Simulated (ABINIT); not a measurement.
CdO (Monteponite), 2 atoms in the cell. Symmetry: Fm-3m, No. 225, cubic system. The conventional cell has a = 4.699 Å, b = 4.699 Å, c = 4.699 Å, α = 90.00°, β = 90.00°, γ = 90.00°. Cd (site symmetry m-3m) is surrounded by 6 O at 2.35 Å. O (site symmetry m-3m) is surrounded by 6 Cd at 2.35 Å. 

| Property | Result |
| --- | --- |
| Program | ABINIT 10.8.3 (patched build) |
| Task | single point |
| Functional | PBEsol |
| Potentials or basis | JTH PAW PBE v2.0 |
| Cutoff | 626 eV |
| k mesh | 8 × 8 × 8 |
| Occupations | fermi-dirac, width 0.05 eV |
| Spin | no spin polarisation |
| Fine-grid cutoff | 1224.51 eV |
| Exchange and correlation inside the PAW spheres | full angular mesh (pawxcdev 0, this build's default; the released program takes 1) |

Potentials or basis: JTH PAW PBE v2.0.

Launch:

```console
$ abinit run.abi > log 2>&1
```

Hardware: 1 thread of Arm Neoverse V1, with other jobs on the host.

Question: Estimate the wall time of this run.

Answer: It took 26 s on 1 thread of Arm Neoverse V1 (shared host), peak memory 0.11 GiB. Counts: scf iterations 16, k points 29, bands 13, plane waves 938.
